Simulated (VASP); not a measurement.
# WC (Qusongite) (P-6m2) in VASP: further runs, part 2 of 2

VASP 6.6.1.

## 3. Relaxation of cell and atoms, PBEsol+rVV10

Input file INCAR:

```
SYSTEM = WC
PREC = Accurate
ENCUT = 600
EDIFF = 1E-6
ISMEAR = -1
SIGMA = 0.05
LREAL = .FALSE.
LASPH = .TRUE.
NELM = 80
ALGO = Normal
ISIF = 3
LWAVE = .FALSE.
LCHARG = .FALSE.
GGA = PS
LUSE_VDW = .TRUE.
IVDW_NL = 2
BPARAM = 20.0
CPARAM = 0.0093
IBRION = 2
NSW = 60
EDIFFG = -0.005
```

Input file KPOINTS:

```
regular mesh
0
G
  10 10 9
  0 0 0
```

Input file POSCAR:

```
WC
1.0
    2.9065000000      0.0000000000      0.0000000000
   -1.4532500000      2.5171028361      0.0000000000
    0.0000000000      0.0000000000      2.8366000000
W C
1 1
Direct
    0.0000000000      0.0000000000      0.0000000000
    0.6666666667      0.3333333333      0.5000000000
```

Potentials or basis: VASP PAW PBE potentials, release 64 (W_sv, C).

Command:

```sh
> cat potpaw_PBE.64/W_sv/POTCAR potpaw_PBE.64/C/POTCAR > POTCAR
> mpirun -np 1 vasp_std > vasp.out
```

OUTCAR:

```text
SYSTEM = WC
   PREC = Accurate
   ENCUT = 600
   EDIFF = 1E-6
   ISMEAR = -1
   LREAL = .FALSE.
   LASPH = .TRUE.
   NELM = 80
   ISIF = 3
   GGA = PS
   IVDW_NL = 2
   BPARAM = 20.0
   IBRION = 2
   NSW = 60
   EDIFFG = -0.005

 ion  position               nearest neighbor table
   1  0.000  0.000  0.000-   2 2.20   2 2.20   2 2.20   2 2.20   2 2.20   2 2.20
   2  0.667  0.333  0.500-   1 2.20   1 2.20   1 2.20   1 2.20   1 2.20   1 2.20

  LATTYP: Found a hexagonal cell.
 ALAT       =     2.9065000000
 C/A-ratio  =     0.9759504559

  Lattice vectors:

 A1 = (   2.9065000000,   0.0000000000,   0.0000000000)
 A2 = (  -1.4532500000,   2.5171028361,   0.0000000000)
 A3 = (   0.0000000000,   0.0000000000,   2.8366000000)

Analysis of symmetry for initial positions (statically):
=====================================================================
 Subroutine PRICEL returns:
 Original cell was already a primitive cell.

 Routine SETGRP: Setting up the symmetry group for a
 hexagonal supercell.

 Subroutine GETGRP returns: Found 12 space group operations
 (whereof 12 operations were pure point group operations)
 out of a pool of 24 trial point group operations.
[... 175 lines left out ...]
  Total       -0.3477942     -0.3477942     -0.4742416      0.0000000      0.0000000     -0.0000000
  in kB      -26.8511923    -26.8511923    -36.6134692      0.0000000      0.0000000     -0.0000000
  external PRESSURE =     -30.1052846 kB  Pullay stress =       0.0000000 kB
[... 59 lines left out ...]
--------------------------------------- Ionic step        3  -------------------------------------------

 number of electron      18.0000001 magnetization

 Free energy of the ion-electron system (eV)
  ---------------------------------------------------
  ext. energy  EPLUGINS =         0.00000000
  ---------------------------------------------------
  free energy    TOTEN  =       -23.79850460 eV

  energy without entropy =      -23.79672033  energy(sigma->0) =      -23.79761246

 E-fermi :  11.0234     XC(G=0): -13.9765

 val. band max:       10.9242509178   @ k =   0.0000   0.0000   0.3333
 cond. band min:      11.0274951590   @ k =   0.1000   0.0000   0.3333
 fundamental gap:      0.1032442411
 Fermi energy:        11.0233638307

 k-point     1 :       0.0000    0.0000    0.0000
  band No.  band energies     occupation
      1     -62.8759      2.00000
      2     -26.8658      2.00000
      3     -26.7568      2.00000
      4     -26.7568      2.00000
      5      -3.4585      2.00000
      6       6.6596      2.00000
      7       7.6668      2.00000
      8       7.6668      2.00000
      9      11.1532      0.13868
     10      14.2968      0.00000
     11      14.2968      0.00000
     12      16.7299      0.00000
     13      16.7299      0.00000
[... 354 lines left out ...]
  band No.  band energies     occupation
      1     -62.8106      2.00000
      2     -27.5401      2.00000
      3     -26.9904      2.00000
      4     -26.8371      2.00000
      5       0.0391      2.00000
      6       4.0780      2.00000
      7       6.7792      2.00000
      8       8.2847      2.00000
      9       9.7479      2.00000
     10      13.7146      0.00000
     11      15.1274      0.00000
     12      16.0447      0.00000
     13      18.1216      0.00000

 [... further k-points ...]
[... 5 lines left out ...]
  --------------------------------------------------------------------------------------
  -------------------------------------------------------------------------------------
  Total       -0.0082780     -0.0082780      0.0044604      0.0000000      0.0000000      0.0000000
  in kB       -0.6437345     -0.6437345      0.3468617      0.0000000      0.0000000      0.0000000
  external PRESSURE =      -0.3135357 kB  Pullay stress =       0.0000000 kB
[... 17 lines left out ...]
  FREE ENERGIE OF THE ION-ELECTRON SYSTEM (eV)
  ---------------------------------------------------
  free  energy   TOTEN  =       -23.7985045959 eV

  energy  without entropy=      -23.7967203320  energy(sigma->0) =      -23.79761246

 reached required accuracy - stopping structural energy minimisation
```

OSZICAR:

```text
N       E                     dE             d eps       ncg     rms          rms(c)
DAV:   1     0.119985563359E+03    0.11999E+03   -0.10623E+04  1820   0.171E+03
[... 23 lines left out ...]
DAV:   1    -0.238616948074E+02   -0.75691E-01   -0.15612E+00  1850   0.188E+01    0.380E+00
DAV:   2    -0.238079945767E+02    0.53700E-01   -0.13778E-01  1880   0.473E+00    0.775E-01
DAV:   3    -0.237999139687E+02    0.80806E-02   -0.15037E-02  1965   0.112E+00    0.239E-01
DAV:   4    -0.237985242818E+02    0.13897E-02   -0.37574E-03  1990   0.714E-01    0.297E-01
DAV:   5    -0.237985168987E+02    0.73831E-05   -0.27709E-04  2086   0.196E-01    0.232E-02
DAV:   6    -0.237985043782E+02    0.12521E-04   -0.42736E-05  2050   0.520E-02    0.247E-03
DAV:   7    -0.237985045959E+02   -0.21771E-06   -0.18098E-06  1605   0.139E-02
   3 F= -.23798505E+02 E0= -.23797612E+02  d E =-.145473E-02
```

Run time: 41 s. Hardware: 1 thread of Intel Xeon 6975P-C (Granite Rapids), shared host; peak memory 0.23 GiB.

What came out:

| Quantity | Value |
| --- | --- |
| Free energy | -23.7985 eV |
| Relaxed volume | 10.30 Å³/atom |
| Relaxed cell | a = 2.900 Å, b = 2.900 Å, c = 2.828 Å, α = 90.00°, β = 90.00°, γ = 120.00° |
| Space group after relaxing (to 0.05 Å) | P-6m2 (No. 187) |
| Energy gained by relaxing | 0.7 meV/atom |
| Ionic steps | 3 |
| Pressure after relaxing | 0.0 GPa |
| Band gap on the k mesh | none (metal or under the smearing width) |

Stress tensor (GPa, compression positive):
```
-0.06  0.00  0.00
 0.00 -0.06  0.00
 0.00  0.00  0.03
```

The path:
| step | energy change (eV) | largest force (eV/Å) | pressure (GPa) | volume (Å³) |
| --- | --- | --- | --- | --- |
| 1 | 0.0000 | 0.0000 | -3.01 | 20.75 |
| 2 | 0.0110 | 0.0000 | 9.28 | 20.17 |
| 3 | -0.0015 | 0.0000 | -0.03 | 20.60 |

Final structure:
```
W C
1.0
     2.90026    0.00000    0.00000
    -1.45013    2.51170    0.00000
     0.00000    0.00000    2.82830
W C
1 1
Direct
  0.00000 0.00000 0.00000
  0.66667 0.33333 0.50000
```

Caveat: the PAW data sets were made with another functional, which shifts forces and pressure a little; pairwise dispersion overbinds metals, which lowers pressure and volume. Spin-orbit coupling is left out, which matters for the levels of W.

## 4. Relaxation of cell and atoms, RPBE+D3

Input file INCAR:

```
SYSTEM = WC
PREC = Accurate
ENCUT = 600
EDIFF = 1E-6
ISMEAR = -1
SIGMA = 0.05
LREAL = .FALSE.
LASPH = .TRUE.
NELM = 80
ALGO = Normal
ISIF = 3
LWAVE = .FALSE.
LCHARG = .FALSE.
GGA = RP
IVDW = 11
IBRION = 2
NSW = 40
EDIFFG = -0.02
```

Input file KPOINTS:

```
Automatic mesh
0
G
  10 10 9
  0 0 0
```

POSCAR is that of step 3.

Command:

```sh
> cat potpaw_PBE.64/W_sv/POTCAR potpaw_PBE.64/C/POTCAR > POTCAR
> mpirun -np 1 vasp_std > vasp.out
```

Wall time 14 s (1 thread of Intel Xeon 6975P-C (Granite Rapids), shared host); peak memory 0.17 GiB.

Results (log left out):

- Free energy: -22.4511 eV
- Relaxed volume: 10.45 Å³/atom
- Relaxed cell: a = 2.912 Å, b = 2.912 Å, c = 2.846 Å, α = 90.00°, β = 90.00°, γ = 120.00°
- Space group after relaxing (to 0.05 Å): P-6m2 (No. 187)
- Energy gained by relaxing: 0.7 meV/atom
- Ionic steps: 3
- Pressure after relaxing: 0.0 GPa
- Band gap on the k mesh: none (metal or under the smearing width)
- Dispersion energy per atom: -0.525 eV

Stress tensor (GPa, compression positive):
```
-0.13  0.00  0.00
 0.00 -0.13  0.00
 0.00  0.00  0.14
```

Step by step:
| step | energy change (eV) | largest force (eV/Å) | pressure (GPa) | volume (Å³) |
| --- | --- | --- | --- | --- |
| 1 | 0.0000 | 0.0000 | 2.75 | 20.75 |
| 2 | 0.0087 | 0.0000 | -7.37 | 21.29 |
| 3 | -0.0013 | 0.0000 | -0.04 | 20.89 |

Final structure:
```xyz
2
Lattice="2.9117 0.0000 0.0000 -1.4558 2.5216 0.0000 0.0000 0.0000 2.8459" Properties=species:S:1:pos:R:3 pbc="T T T"
W     0.0000    0.0000    0.0000
C     1.4558    0.8405    1.4229
```

Levels at points of the mesh, in eV from the Fermi level:
| k point | band 7 | band 8 | band 9 | band 10 | band 11 | band 12 |
| --- | --- | --- | --- | --- | --- | --- |
| (0.00, 0.00, 0.00) | -3.30 | -3.30 | 0.06 | 3.20 | 3.20 | 5.59 |
| (0.50, 0.00, 0.00) | -3.61 | -3.54 | -0.47 | 2.32 | 4.50 | 4.86 |

Caveat: the PAW data sets were made with another functional, which shifts forces and pressure a little; pairwise dispersion overbinds metals, which lowers pressure and volume.

## 5. Relaxation of cell and atoms, RPBE+D3(BJ)

Input file INCAR:

```
  PREC = Accurate
  ENCUT = 600
  EDIFF = 1E-6
  ISMEAR = -1
  SIGMA = 0.05
  LREAL = False
  LASPH = True
  NELM = 60
  ALGO = Normal
  ISIF = 3
  LWAVE = False
  LCHARG = False
  GGA = RP
  IVDW = 12
  IBRION = 2
  NSW = 60
  EDIFFG = -0.01
```

Input file KPOINTS:

```
Automatic mesh
0
Gamma
  10 10 9
```

POSCAR is that of step 4.

Command:

```sh
> cat potpaw_PBE.64/W_sv/POTCAR potpaw_PBE.64/C/POTCAR > POTCAR
> mpirun -np 1 vasp_std > vasp.out
```

Wall time 30 s (1 thread of Intel Xeon 6975P-C (Granite Rapids), shared host); peak memory 0.18 GiB.

Results (log left out):

* Free energy: -26.8381 eV
* Relaxed volume: 9.61 Å³/atom
* Relaxed cell: a = 2.828 Å, b = 2.828 Å, c = 2.774 Å, α = 90.00°, β = 90.00°, γ = 120.00°
* Space group after relaxing (to 0.05 Å): P-6m2 (No. 187)
* Energy gained by relaxing: 80.7 meV/atom
* Ionic steps: 7
* Pressure after relaxing: 0.0 GPa
* Band gap on the k mesh: none (metal or under the smearing width)
* Dispersion energy per atom: -2.860 eV

Step by step:
```tsv
step	energy change (eV)	largest force (eV/Å)	pressure (GPa)	volume (Å³)
1	0.0000	0.0000	-31.45	20.75
2	1.6875	0.0000	179.69	15.22
3	-0.1588	0.0000	-3.55	19.37
4	-0.1603	0.0000	-0.88	19.26
5	-0.1604	0.0000	0.01	19.22
6	-0.1598	0.0000	0.13	19.20
7	-0.1614	0.0000	0.05	19.21
```

Final structure:
```
CELL_PARAMETERS angstrom
2.82801 0.00000 0.00000
-1.41401 2.44913 0.00000
0.00000 0.00000 2.77383
ATOMIC_POSITIONS crystal
W 0.00000 0.00000 0.00000
C 0.66667 0.33333 0.50000
```

Levels at points of the mesh, in eV from the Fermi level:
| k point | band 5 | band 6 | band 7 | band 8 | band 9 | band 10 | band 11 | band 12 | band 13 |
| --- | --- | --- | --- | --- | --- | --- | --- | --- | --- |
| (0.00, 0.00, 0.00) | -15.08 | -4.76 | -3.61 | -3.61 | 0.08 | 3.63 | 3.63 | 6.08 | 6.08 |
| (0.50, 0.00, 0.00) | -11.49 | -7.38 | -4.01 | -3.93 | -0.46 | 2.60 | 5.09 | 5.52 | 7.34 |

Caveat: the PAW data sets were made with another functional, which shifts forces and pressure a little; pairwise dispersion overbinds metals, which lowers pressure and volume. Spin-orbit coupling is left out, which matters for the levels of W.

## 6. The runs side by side

| level | gap on the mesh (eV) | pressure (GPa) | relaxed volume (Å³/atom) |
| --- | --- | --- | --- |
| PBEsol+D4 | none | 0.1 | 10.21 |
| PBEsol+rVV10 | none | 0.0 | 10.30 |
| RPBE+D3 | none | 0.0 | 10.45 |
| RPBE+D3(BJ) | none | 0.0 | 9.61 |

Alike in all rows: task relaxation of cell and atoms; potentials or basis VASP PAW PBE potentials, release 64 (W_sv, C); no spin polarisation; cell relaxed; k mesh 10 × 10 × 9; cutoff (eV) 600; smearing fermi-dirac 0.05 eV.

Caveats: the PAW data sets were made with another functional, which shifts forces and pressure a little; pairwise dispersion overbinds metals, which lowers pressure and volume.

Total energies depend on the potentials used, so only differences within one code and one set of settings carry meaning.
